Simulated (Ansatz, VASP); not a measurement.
## In: VASP beside Ansatz

The input INCAR:

```
SYSTEM = In
  PREC = Accurate
  ENCUT = 600
  EDIFF = 1E-6
  ISMEAR = -1
  SIGMA = 0.05
  LREAL = .FALSE.
  LASPH = .TRUE.
  NELM = 100
  ALGO = Normal
  ISIF = 3
  LWAVE = .FALSE.
  LCHARG = .FALSE.
  GGA = PE
  IBRION = 2
  NSW = 100
  EDIFFG = -0.005
```

Contents of KPOINTS:

```
Automatic mesh
0
G
  15 15 15
  0 0 0
```

The input POSCAR:

```
In
1.0
    0.0000000000      2.1394200102      2.1394200102
    2.1394200102      0.0000000000      2.1394200102
    2.1394200102      2.1394200102      0.0000000000
In
1
Direct
    0.0000000000      0.0000000000      0.0000000000
```

Input for Ansatz:

```yaml
crystal:
  lattice:
    - [0.0, 2.1394200102, 2.1394200102]
    - [2.1394200102, 0.0, 2.1394200102]
    - [2.1394200102, 2.1394200102, 0.0]
  atoms:
    - { symbol: In, position: [0.0, 0.0, 0.0] }
kpoints:
  mp_grid: { grid: [15, 15, 15] }
scf:
  occupations: { method: fermi_dirac, width: 0.05 }
hamiltonian:
  xc: pbe
  pseudopotentials: { kind: paw }
output:
  forces: true
  stress: true
relax:
  f_tol: 0.005
  max_steps: 80
  cell: {}
```

Alike in both runs: task relaxation of cell and atoms; functional PBE; k mesh 15 × 15 × 15; occupations fermi-dirac, width 0.05 eV; no spin polarisation.

```csv
,VASP,Ansatz
version,VASP 6.6.1,Ansatz 0.2.0
potentials or method,"VASP PAW PBE potentials, release 64 (In_d)","PAW with Ansatz's default frozen-core files, scalar-relativistic"
plane-wave cutoff (eV),600,420
valence electrons in the cell,13,13
```

|  | VASP | Ansatz | Ansatz less VASP |
| --- | --- | --- | --- |
| relaxed volume (Å³/atom) | 27.53 | 27.50 | -0.029 |
| relaxed cell length with the largest relative difference (Å) | 3.389 | 3.388 | -0.0012 |
| energy change over the relaxation (meV/atom) | -496 | -497 | -0.3 |

Caveats: the volume moved by over 15 % at a fixed basis, so the end points are rough (VASP).
